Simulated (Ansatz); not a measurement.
Relaxed CsI (CsCl type):

```yaml
crystal:
  lattice:
    - [9.33383, 0.00000, 0.00000]
    - [0.00000, 4.66692, 0.00000]
    - [0.00000, 0.00000, 4.66692]
  atoms:
    - { symbol: Cs, position: [0.00000, 0.00000, 0.00000] }
    - { symbol: Cs, position: [0.50000, 0.00000, 0.00000] }
    - { symbol: I, position: [0.25000, 0.50000, 0.50000] }
    - { symbol: I, position: [0.75000, 0.50000, 0.50000] }
```

In each cell atom 3 (I, nearest neighbour Cs at 4.042 Å; its periodic images, 4.7 Å or more away, move with it) moves by s·(-0.577, -0.577, -0.577) (towards the nearest neighbour), the rest being held.

The numbers are results of PBE (plane waves to 420 eV, PAW, scalar-relativistic; Ansatz, a quantum-chemistry and plane-wave program), not measurements. k mesh 3×6×6 (Γ-centred), Fermi-Dirac smearing 0.05 eV. E stands for the smeared free energy. CsI was relaxed with its symmetry unable to fall. Spin-orbit coupling is left out, though I is heavy. The zero of ΔE is the undisplaced structure.

```tsv
s (Å)	ΔE (meV/cell)
-0.810	392
-0.648	213
-0.486	withheld
-0.324	42
-0.162	10
0.000	0
0.162	10
0.324	42
0.486	withheld
0.648	213
0.810	392
```

Problem. Fit an even polynomial form (powers 2, 4) to the given rows and predict ΔE at s = 0.486.

Solution. Least squares on the 9 given rows: ΔE = (351.8)·s² + (373.9)·s⁴, in meV/cell with s in Å; root-mean-square residual 0.6 meV/cell. At 0.486 the fit gives 104 meV/cell; the calculation gives 105 meV/cell, so the interpolation is off by -1 (-1.0 %). The quadratic term alone would give 83 meV/cell.

(For displaced atoms, the force is minus the slope of the energy, and its curvature is a force constant, which sets phonon frequencies.)
